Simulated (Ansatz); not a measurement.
# Ge: the cost of one run

Program: Ansatz 0.2.0. Level of theory: DFT PBE, scalar-relativistic, plane waves, PAW. These are calculated values, not measurements.

**1. The system as given**

Symmetry: P4_32_12, No. 96, tetragonal system. Conventional cell: a = 5.930 Å, b = 5.930 Å, c = 6.980 Å, α = 90.00°, β = 90.00°, γ = 90.00°. Around Ge (site symmetry 2) lie 4 Ge at 2.44 to 2.55 Å. Around Ge (site symmetry 1) lie 4 Ge at 2.44 to 2.55 Å.

Structure file:

```cif
data_structure
_symmetry_space_group_name_H-M 'P4_32_12'
_symmetry_Int_Tables_number 96
_cell_length_a 5.9300
_cell_length_b 5.9300
_cell_length_c 6.9800
_cell_angle_alpha 90.000
_cell_angle_beta 90.000
_cell_angle_gamma 90.000
_cell_volume 245.45
loop_
_atom_site_label
_atom_site_type_symbol
_atom_site_symmetry_multiplicity
_atom_site_Wyckoff_symbol
_atom_site_fract_x
_atom_site_fract_y
_atom_site_fract_z
_atom_site_occupancy
Ge1 Ge 4 a 0.07500 0.07500 0.50000 1
Ge2 Ge 8 b 0.16670 0.37500 0.75000 1
```

The runs take a perfect supercell of 48 atoms; the defect goes to fractional position (0.037, 0.037, 0.075).

**2. The perfect supercell**

Contents of input.yaml:

```yaml
crystal:
  lattice:
    - [-5.93, 5.93, 6.98]
    - [5.93, -5.93, 6.98]
    - [5.93, 5.93, -6.98]
  atoms:
    - { symbol: Ge, position: [0.0375, 0.0375, 0.075] }
    - { symbol: Ge, position: [0.5375, 0.5375, 0.075] }
    - { symbol: Ge, position: [0.5375, 0.0375, 0.575] }
    - { symbol: Ge, position: [0.0375, 0.5375, 0.575] }
    - { symbol: Ge, position: [0.6625, 0.0875, 0.0] }
    - { symbol: Ge, position: [0.1625, 0.5875, 0.0] }
    - { symbol: Ge, position: [0.1625, 0.0875, 0.5] }
    - { symbol: Ge, position: [0.6625, 0.5875, 0.5] }
    - { symbol: Ge, position: [0.7125, 0.2125, 0.425] }
    - { symbol: Ge, position: [0.2125, 0.7125, 0.425] }
    - { symbol: Ge, position: [0.2125, 0.2125, 0.925] }
    - { symbol: Ge, position: [0.7125, 0.7125, 0.925] }
    - { symbol: Ge, position: [0.8375, 0.4125, 0.0] }
    - { symbol: Ge, position: [0.3375, 0.9125, 0.0] }
    - { symbol: Ge, position: [0.3375, 0.4125, 0.5] }
    - { symbol: Ge, position: [0.8375, 0.9125, 0.5] }
    - { symbol: Ge, position: [0.3125, 0.20835, 0.27085] }
    - { symbol: Ge, position: [0.8125, 0.70835, 0.27085] }
    - { symbol: Ge, position: [0.8125, 0.20835, 0.77085] }
    - { symbol: Ge, position: [0.3125, 0.70835, 0.77085] }
    - { symbol: Ge, position: [0.33335, 0.0625, 0.39585] }
    - { symbol: Ge, position: [0.83335, 0.5625, 0.39585] }
    - { symbol: Ge, position: [0.83335, 0.0625, 0.89585] }
    - { symbol: Ge, position: [0.33335, 0.5625, 0.89585] }
    - { symbol: Ge, position: [0.6875, 0.29165, 0.22915] }
    - { symbol: Ge, position: [0.1875, 0.79165, 0.22915] }
    - { symbol: Ge, position: [0.1875, 0.29165, 0.72915] }
    - { symbol: Ge, position: [0.6875, 0.79165, 0.72915] }
    - { symbol: Ge, position: [0.41665, 0.1875, 0.10415] }
    - { symbol: Ge, position: [0.91665, 0.6875, 0.10415] }
    - { symbol: Ge, position: [0.91665, 0.1875, 0.60415] }
    - { symbol: Ge, position: [0.41665, 0.6875, 0.60415] }
    - { symbol: Ge, position: [0.0625, 0.33335, 0.39585] }
    - { symbol: Ge, position: [0.5625, 0.83335, 0.39585] }
    - { symbol: Ge, position: [0.5625, 0.33335, 0.89585] }
    - { symbol: Ge, position: [0.0625, 0.83335, 0.89585] }
    - { symbol: Ge, position: [0.04165, 0.4375, 0.22915] }
    - { symbol: Ge, position: [0.54165, 0.9375, 0.22915] }
    - { symbol: Ge, position: [0.54165, 0.4375, 0.72915] }
    - { symbol: Ge, position: [0.04165, 0.9375, 0.72915] }
    - { symbol: Ge, position: [0.1875, 0.41665, 0.10415] }
    - { symbol: Ge, position: [0.6875, 0.91665, 0.10415] }
    - { symbol: Ge, position: [0.6875, 0.41665, 0.60415] }
    - { symbol: Ge, position: [0.1875, 0.91665, 0.60415] }
    - { symbol: Ge, position: [0.95835, 0.0625, 0.27085] }
    - { symbol: Ge, position: [0.45835, 0.5625, 0.27085] }
    - { symbol: Ge, position: [0.45835, 0.0625, 0.77085] }
    - { symbol: Ge, position: [0.95835, 0.5625, 0.77085] }
basis:
  ecutwfc: 420
  fft_grid_basis: typed
kpoints:
  mp_grid: { grid: [2, 2, 2] }
hamiltonian:
  xc: pbe
  pseudopotentials: { kind: paw }
scf:
  occupations: { method: gaussian, width: 0.05 }
output:
  forces: true
  stress: false
  eigenvalues: true
  bader: false
  write_density: true
  volumetric_format: npy
```

Command:

```sh
> ansatz run input.yaml --threads 8 --pin off --max-ram 16384MiB --backend cpu --events-out ev --progress --plain --runs-dir out
```

**Question.** How long does this run take on 8 threads of Arm Neoverse N1, shared host, and how much memory does it need?

About 35 s, with a peak of 6.6 GiB.
